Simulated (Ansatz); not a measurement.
The system is CoO.

```
CELL_PARAMETERS angstrom
1.60222 0.92504 2.56647
-1.60222 0.92504 2.56647
0.00000 -1.85008 2.56647
ATOMIC_POSITIONS crystal
Co 0.99898 0.99898 0.99898
O 0.75102 0.75102 0.75102
```

Measurements of this composition are mostly on another form, of space group No. 225.

* Program: Ansatz 0.2.0
* Task: single point
* Functional: PBE
* Potentials or basis: Ansatz PAW
* Cutoff: 420 eV (not typed: the program's choice for these potentials)
* k mesh: 10 × 10 × 10
* Occupations: fermi-dirac, width 0.05 eV
* Spin: collinear spin, ferromagnetic start
* Starting moments: [2.0, 0.0] μB

On this cell: pressure -0.1 GPa; largest force 0.260 eV/Å; net moment 2.76 μB per cell; site moments Co +2.20; O +0.30 μB; band gap on the k mesh none (metal or under the smearing width).

The same run follows on a disturbed copy (atoms moved at random, drawn with an rms of 0.05 Å):

```
Co O
1.0
     1.60222    0.92504    2.56647
    -1.60222    0.92504    2.56647
     0.00000   -1.85008    2.56647
Co O
1 1
Direct
  0.01272 0.00224 0.98224
  0.74686 0.76643 0.74039
```

Q: What changes?

A: The energy (extrapolated to zero smearing) moves by +3.0 meV/atom; pressure 0.0 GPa; largest force 0.333 eV/Å; net moment 2.76 μB per cell; site moments Co +2.20; O +0.30 μB; band gap on the k mesh none (metal or under the smearing width).

Forces on the atoms (eV/Å):
```
Co  -0.213 -0.094  0.238
O    0.213  0.094 -0.238
```

Stress tensor (GPa, compression positive):
```
-0.97  1.75  1.42
 1.75 -2.39  0.59
 1.42  0.59  3.40
```

Caveats: a cell with one magnetic atom can't hold antiferromagnetic order, which such compounds often take; semilocal functionals often make such compounds metallic where correlation or magnetic order opens a gap, which also shifts bond lengths.
